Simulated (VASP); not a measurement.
A calculation with VASP 6.6.1 of TaS2 (native input, structure from a POSCAR):

File INCAR:

```
PREC     = Accurate       # precision mode
ENCUT    = 500            # plane-wave cutoff, eV
EDIFF    = 1E-6           # SCF threshold, eV
ISMEAR   = 0              # smearing method
SIGMA    = 0.05           # smearing width, eV
LREAL    = F              # projectors in reciprocal space
LASPH    = T              # aspherical terms in the spheres
NELM     = 80             # most SCF steps
ALGO     = Fast           # electronic algorithm
ISIF     = 2              # what is computed and relaxed
LWAVE    = F              # write WAVECAR
LCHARG   = T              # write CHGCAR
GGA      = PS             # functional
LELF     = T              # ELF
LVHAR    = T            
NBANDS   = 16             # bands
```

File KPOINTS:

```
Automatic mesh
0
Gamma
  9 9 5
```

File POSCAR:

```
TaS2
1.0
    3.3500000000      0.0000000000      0.0000000000
   -1.6750000000      2.9011851027      0.0000000000
    0.0000000000      0.0000000000      5.8600000000
Ta S
1 2
Direct
    0.0000000000      0.0000000000      0.0000000000
    0.6666666667      0.3333333333      0.7500000000
    0.3333333333      0.6666666667      0.2500000000
```

Potentials or basis: VASP PAW PBE potentials, release 64 (Ta, S).

Launch:

```bash
$ cat potpaw_PBE.64/Ta/POTCAR potpaw_PBE.64/S/POTCAR > POTCAR
$ mpirun -np 1 vasp_std > vasp.out
```

Task: Write the same calculation in another form: ASE script, Cartesian positions.

Result: As run:

The input run.py:

```python
from ase.calculators.vasp import Vasp
from ase.dft.bandgap import bandgap
from ase.io import read

atoms = read('TaS2.xyz')
calc = Vasp(
    directory='calc',
    xc='pbesol',
    pp='PBE',
    setups='minimal',
    prec='Accurate',
    encut=500,
    ediff=1e-07,
    ismear=0,
    sigma=0.05,
    lreal=False,
    lasph=True,
    nelm=100,
    algo='Normal',
    isif=2,
    lwave=False,
    lcharg=False,
    kpts=[9, 9, 5],
    gamma=True,
    nbands=16,
)
atoms.calc = calc

print('energy (eV):', atoms.get_potential_energy())
print('free energy (eV):', atoms.get_potential_energy(force_consistent=True))
print('forces (eV/A):')
print(atoms.get_forces())
print('stress (eV/A^3, Voigt):', atoms.get_stress())
print('Fermi level (eV):', calc.get_fermi_level())
gap, top, bottom = bandgap(calc)
print('band gap (eV):', gap, 'from (spin, k, band)', top, 'to', bottom)
```

TaS2.xyz

```xyz
3
Lattice="3.3500000000 0.0000000000 0.0000000000 -1.6750000000 2.9011851027 0.0000000000 0.0000000000 0.0000000000 5.8600000000" Properties=species:S:1:pos:R:3 pbc="T T T"
Ta     0.0000000000      0.0000000000      0.0000000000
S      1.6750000002      0.9670617008      4.3950000000
S     -0.0000000002      1.9341234019      1.4650000000
```

Potentials or basis: VASP PAW PBE potentials, release 64 (Ta, S).

The run is started by

```sh
$ python run.py
```

Both were run:

|  | native input, structure from a POSCAR | ASE script, Cartesian positions |
| --- | --- | --- |
| Pressure | 4.4 GPa | 4.4 GPa |
| Largest force | 1.032 eV/Å | 1.031 eV/Å |
| Band gap on the k mesh | none (metal or under the smearing width) | none (metal or under the smearing width) |

Keys that steer only the numerical path or the files written may differ.

Caveat: the PAW data sets were made with another functional, which shifts forces and pressure a little; this functional lacks dispersion, which binds the layers, so the pressure and a relaxed spacing across them are unreliable.
